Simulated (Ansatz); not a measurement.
A surface is cut from this relaxed crystal of TiAl2:

```xyz
6
Lattice="1.9503 -6.0263 0.0000 1.9503 6.0263 0.0000 0.0000 0.0000 3.9724" Properties=species:S:1:pos:R:3 pbc="T T T"
Ti    1.9503   -1.8828    0.0000
Ti    1.9503    1.8828    0.0000
Al    0.0000    0.0000    0.0000
Al    1.9503   -3.9423    1.9862
Al    1.9503    3.9423    1.9862
Al    1.9503    0.0000    1.9862
```

Miller indices refer to the conventional cell of Cmmm (No. 65), a = 3.901 Å, b = 12.053 Å, c = 3.972 Å, α = 90.00°, β = 90.00°, γ = 90.00°.

The (010) slab of 6 planes, 10.2 Å thick with 15 Å of vacuum as cut; outer planes TiAl (top) and Al (bottom).

Method: Ansatz, DFT PBEsol, scalar-relativistic, plane waves, PAW. Plane waves to 420 eV, a k mesh through Γ of 9×9×1 on the computed 12-atom cell and Gaussian smearing (0.10 eV); no spin polarisation. The cell repeats along c with a dipole correction in the vacuum.

With the atoms at the bulk's places:

```
Surface energy (mean of both faces)   : 1.92 J/m²
Work function                         : 3.95 eV (top), 4.44 eV (bottom)
Dipole of the slab along +c, per cell : 0.04 e·Å
```

Task: What changes when all atoms relax within this surface cell and its symmetry?

Result: The energy falls by 0.046 J/m² a face, and the largest move is 0.11 Å.

- Surface energy (mean of both faces): 1.87 J/m²
- Work function: 4.15 eV (top), 4.45 eV (bottom)
- Dipole of the slab along +c, per cell: 0.03 e·Å

```tsv
plane (bottom to top)	atoms	spacing to next, bulk (Å)	relaxed (Å)	change (%)	rumpling (Å)
1	Al2	1.983	2.017	+1.7	0.005
2	TiAl	2.059	2.061	+0.1	0.142
3	TiAl	1.983	1.998	+0.7	0.202
4	Al2	1.983	2.019	+1.8	0.010
5	TiAl	2.059	1.997	-3.0	0.200
6	TiAl				0.008
```